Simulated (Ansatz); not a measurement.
**Ir: equation of state with LDA**

The system is Ir.

```
Ir
1.0
     0.00000    1.91560    1.91560
     1.91560    0.00000    1.91560
     1.91560    1.91560    0.00000
Ir
1
Cartesian
  0.0000 0.0000 0.0000
```

| Item | Value |
| --- | --- |
| Program | Ansatz 0.2.0 |
| Task | equation of state |
| Functional | LDA |
| Potentials or basis | all-electron LAPW, scalar-relativistic |
| Basis error allowed | 0.001 eV/atom |
| k mesh | 12 × 12 × 12 |
| Occupations | fermi-dirac, width 0.05 eV |
| Spin | no spin polarisation |

The equilibrium volume is 13.82 Å³/atom, the bulk modulus is 406 GPa and the pressure derivative of the bulk modulus is 5.0.

Energy against volume, from the lowest point:
| volume (Å³/atom) | energy (meV/atom) |
| --- | --- |
| 13.215 | 36.89 |
| 13.496 | 10.08 |
| 13.778 | 0.00 |
| 14.059 | 4.72 |
| 14.340 | 22.55 |
| 14.621 | 51.95 |
| 14.902 | 91.57 |

All runs of the series together: 74 s on 1 thread of Arm Neoverse V1, on a shared host.

Spin-orbit coupling is left out, which matters for the levels of Ir. LDA usually gives volumes a few per cent too small.
